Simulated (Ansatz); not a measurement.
The system is AlNi.

```
Ni Al
1.0
     2.88100    0.00000    0.00000
     0.00000    2.88100    0.00000
     0.00000    0.00000    2.88100
Ni Al
1 1
Direct
  0.50000 0.50000 0.50000
  0.00000 0.00000 0.00000
```

Base run:

| Item | Value |
| --- | --- |
| Program | Ansatz 0.2.0 |
| Functional | r2SCAN |
| Potentials or basis | Ansatz PAW |
| Cutoff | 500 eV (not typed: the program's choice for these potentials) |
| k mesh | 9 × 9 × 9 |
| Occupations | fermi-dirac, width 0.05 eV |
| Spin | collinear spin, ferromagnetic start |
| Starting moments | [1.0, 0.0] μB |

Its results: band gap on the k mesh none (metal or under the smearing width); pressure -3.2 GPa; net moment 0.00 μB per cell.

Q: After a change of settings the same cell gave: band gap on the k mesh none (metal or under the smearing width); pressure 6.6 GPa; net moment 0.00 μB per cell. Which change was it?
A. functional from r2SCAN to revPBE; cutoff from 500 eV (not typed: the program's choice for these potentials) to 420 eV (not typed: the program's choice for these potentials)
B. functional from r2SCAN to LDA; cutoff from 500 eV (not typed: the program's choice for these potentials) to 420 eV (not typed: the program's choice for these potentials)
C. functional from r2SCAN to BLYP; cutoff from 500 eV (not typed: the program's choice for these potentials) to 420 eV (not typed: the program's choice for these potentials)

A: C.

Caveats: the PAW data sets come from PBE, with cores solved anew for the run's functional, which leaves a small shift of forces and pressure; the starting moments weren't kept; the magnetic or orbital state may not be the lowest (some runs).

Runs at the PBE level aren't shown here.
